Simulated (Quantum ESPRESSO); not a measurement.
Here is a Quantum ESPRESSO 7.5 calculation.

pw.in

```
&CONTROL
  calculation = 'scf'
  prefix = 'pwscf'
  outdir = './tmp'
  pseudo_dir = './pseudo'
  tprnfor = .true.
  tstress = .true.
  disk_io = 'low'
/
&SYSTEM
  ibrav = 0
  nat = 2
  ntyp = 2
  ecutwfc = 70
  nbnd = 20
  input_dft = 'r2scan'
  occupations = 'smearing'
  smearing = 'fd'
  degauss = 0.00367493
  nosym = .true.
/
&ELECTRONS
  conv_thr = 1d-08
  electron_maxstep = 120
  mixing_beta = 0.5
/
ATOMIC_SPECIES
Se    78.9710 Se_ONCV_PBE-1.2.upf
Zn    65.3800 Zn_ONCV_PBE-1.2.upf
CELL_PARAMETERS angstrom
   0.0000000000    2.8338000000    2.8338000000
   2.8338000000    0.0000000000    2.8338000000
   2.8338000000    2.8338000000    0.0000000000
ATOMIC_POSITIONS angstrom
Se     4.2507000000    4.2507000000    4.2507000000
Zn     0.0000000000    0.0000000000    0.0000000000
K_POINTS automatic
6 6 6 0 0 0
```

The input pp_density.in:

```
&INPUTPP
  prefix = 'pwscf'
  outdir = './tmp'
  filplot = 'density.dat'
  plot_num = 0
/
&PLOT
  nfile = 1
  filepp(1) = 'density.dat'
  iflag = 3
  output_format = 6
  fileout = 'density.cube'
/
```

pp_potential.in

```
&INPUTPP
  prefix = 'pwscf'
  outdir = './tmp'
  filplot = 'potential.dat'
  plot_num = 11
/
&PLOT
  nfile = 1
  filepp(1) = 'potential.dat'
  iflag = 3
  output_format = 6
  fileout = 'potential.cube'
/
```

pp_elf.in

```
&INPUTPP
  prefix = 'pwscf'
  outdir = './tmp'
  filplot = 'elf.dat'
  plot_num = 8
/
&PLOT
  nfile = 1
  filepp(1) = 'elf.dat'
  iflag = 3
  output_format = 6
  fileout = 'elf.cube'
/
```

bands.in

```
&CONTROL
  calculation = 'bands'
  prefix = 'pwscf'
  outdir = './tmp'
  pseudo_dir = './pseudo'
  disk_io = 'low'
  verbosity = 'high'
/
&SYSTEM
  ibrav = 0
  nat = 2
  ntyp = 2
  ecutwfc = 70
  nbnd = 20
  input_dft = 'r2scan'
  occupations = 'smearing'
  smearing = 'fd'
  degauss = 0.00367493
  nosym = .true.
/
&ELECTRONS
  conv_thr = 1d-08
  electron_maxstep = 120
  mixing_beta = 0.5
  diago_full_acc = .true.
  startingwfc = 'random'
/
ATOMIC_SPECIES
Se    78.9710 Se_ONCV_PBE-1.2.upf
Zn    65.3800 Zn_ONCV_PBE-1.2.upf
CELL_PARAMETERS angstrom
   0.0000000000    2.8338000000    2.8338000000
   2.8338000000    0.0000000000    2.8338000000
   2.8338000000    2.8338000000    0.0000000000
ATOMIC_POSITIONS angstrom
Se     4.2507000000    4.2507000000    4.2507000000
Zn     0.0000000000    0.0000000000    0.0000000000
K_POINTS crystal
60
 0.0000000000  0.0000000000  0.0000000000 1
 0.0625000000  0.0000000000  0.0625000000 1
 0.1250000000  0.0000000000  0.1250000000 1
 0.1875000000  0.0000000000  0.1875000000 1
 0.2500000000  0.0000000000  0.2500000000 1
 0.3125000000  0.0000000000  0.3125000000 1
 0.3750000000  0.0000000000  0.3750000000 1
 0.4375000000  0.0000000000  0.4375000000 1
 0.5000000000  0.0000000000  0.5000000000 1
 0.5000000000  0.0625000000  0.5625000000 1
 0.5000000000  0.1250000000  0.6250000000 1
 0.5000000000  0.1875000000  0.6875000000 1
 0.5000000000  0.2500000000  0.7500000000 1
 0.4375000000  0.3125000000  0.7500000000 1
 0.3750000000  0.3750000000  0.7500000000 1
 0.3375000000  0.3375000000  0.6750000000 1
 0.3000000000  0.3000000000  0.6000000000 1
 0.2625000000  0.2625000000  0.5250000000 1
 0.2250000000  0.2250000000  0.4500000000 1
 0.1875000000  0.1875000000  0.3750000000 1
 0.1500000000  0.1500000000  0.3000000000 1
 0.1125000000  0.1125000000  0.2250000000 1
 0.0750000000  0.0750000000  0.1500000000 1
 0.0375000000  0.0375000000  0.0750000000 1
 0.0000000000  0.0000000000  0.0000000000 1
 0.0625000000  0.0625000000  0.0625000000 1
 0.1250000000  0.1250000000  0.1250000000 1
 0.1875000000  0.1875000000  0.1875000000 1
 0.2500000000  0.2500000000  0.2500000000 1
 0.3125000000  0.3125000000  0.3125000000 1
 0.3750000000  0.3750000000  0.3750000000 1
 0.4375000000  0.4375000000  0.4375000000 1
 0.5000000000  0.5000000000  0.5000000000 1
 0.5250000000  0.4500000000  0.5250000000 1
 0.5500000000  0.4000000000  0.5500000000 1
 0.5750000000  0.3500000000  0.5750000000 1
 0.6000000000  0.3000000000  0.6000000000 1
 0.6250000000  0.2500000000  0.6250000000 1
 0.5833333333  0.2500000000  0.6666666667 1
 0.5416666667  0.2500000000  0.7083333333 1
 0.5000000000  0.2500000000  0.7500000000 1
 0.5000000000  0.2857142857  0.7142857143 1
 0.5000000000  0.3214285714  0.6785714286 1
 0.5000000000  0.3571428571  0.6428571429 1
 0.5000000000  0.3928571429  0.6071428571 1
 0.5000000000  0.4285714286  0.5714285714 1
 0.5000000000  0.4642857143  0.5357142857 1
 0.5000000000  0.5000000000  0.5000000000 1
 0.4821428571  0.4821428571  0.5357142857 1
 0.4642857143  0.4642857143  0.5714285714 1
 0.4464285714  0.4464285714  0.6071428571 1
 0.4285714286  0.4285714286  0.6428571429 1
 0.4107142857  0.4107142857  0.6785714286 1
 0.3928571429  0.3928571429  0.7142857143 1
 0.3750000000  0.3750000000  0.7500000000 1
 0.6250000000  0.2500000000  0.6250000000 1
 0.5937500000  0.1875000000  0.5937500000 1
 0.5625000000  0.1250000000  0.5625000000 1
 0.5312500000  0.0625000000  0.5312500000 1
 0.5000000000  0.0000000000  0.5000000000 1
```

Potentials or basis: SG15 PBE 1.2.

The run is started by

```sh
$ OMP_NUM_THREADS=1 mpirun -n 2 pw.x -nk 2 -in pw.in > pw.out
$ OMP_NUM_THREADS=1 mpirun -n 1 pp.x -in pp_density.in > pp_density.out
$ OMP_NUM_THREADS=1 mpirun -n 1 pp.x -in pp_potential.in > pp_potential.out
$ OMP_NUM_THREADS=1 mpirun -n 1 pp.x -in pp_elf.in > pp_elf.out
$ OMP_NUM_THREADS=1 mpirun -n 2 pw.x -nk 2 -in bands.in > bands.out
```

Question: What does it give for the pressure?

Answer: 0.7 GPa.

Question: Predict the band gap on the k mesh.

Answer: 1.79 eV, direct.

Question: Predict the band gap along the path.

Answer: 1.79 eV, direct.

Levels at the corners of the path, in eV from the valence-band top:
| point | band 10 | band 11 | band 12 | band 13 | band 14 | band 15 | band 16 | band 17 |
| --- | --- | --- | --- | --- | --- | --- | --- | --- |
| Γ | -6.55 | 0.00 | 0.00 | 0.00 | 1.79 | 6.33 | 6.33 | 6.33 |
| X | -6.36 | -4.83 | -2.23 | -2.23 | 3.29 | 3.85 | 11.49 | 12.11 |
| W | -6.24 | -4.72 | -2.84 | -2.70 | 5.81 | 6.08 | 7.57 | 8.20 |
| K | -6.28 | -4.76 | -3.16 | -1.82 | 3.96 | 6.05 | 9.63 | 9.92 |
| Γ | -6.55 | 0.00 | 0.00 | 0.00 | 1.79 | 6.33 | 6.33 | 6.33 |
| L | -6.38 | -5.30 | -0.88 | -0.88 | 3.01 | 6.86 | 6.86 | 9.05 |
| U | -6.28 | -4.76 | -3.16 | -1.82 | 3.96 | 6.05 | 9.63 | 9.92 |
| W | -6.24 | -4.72 | -2.84 | -2.70 | 5.81 | 6.08 | 7.57 | 8.20 |
| L | -6.38 | -5.30 | -0.88 | -0.88 | 3.01 | 6.86 | 6.86 | 9.05 |
| K | -6.28 | -4.76 | -3.16 | -1.82 | 3.96 | 6.05 | 9.63 | 9.92 |
| U | -6.28 | -4.76 | -3.16 | -1.82 | 3.96 | 6.05 | 9.63 | 9.92 |
| X | -6.36 | -4.83 | -2.23 | -2.23 | 3.29 | 3.85 | 11.49 | 12.11 |

Caveat: the potentials were made for another functional, which shifts forces and pressure.

**Measured values to compare with.**

From “Alloy Disordering Effects on the Thermal Conductivity and Energy Gap Temperature Dependence of Cd1−xZnxSe Ternary Crystals Grown by the Bridgman Method”, 2023, pmc:10253836, for a bulk crystal of ZnSe at 300 K: band gap 2.695 ± 0.003 eV (an exciton energy, a little under the gap).

Against the measured gap of ZnSe, 2.695 eV (an exciton energy, a little under the gap; 300 K; “Alloy Disordering Effects on the Thermal Conductivity and Energy Gap Temperature Dependence of Cd1−xZnxSe Ternary Crystals Grown by the Bridgman Method”, 2023, pmc:10253836), the calculated 1.79 eV is off by -0.91 eV. Spin-orbit coupling on Se is left out. The value is that of r2SCAN, without temperature or zero-point motion.
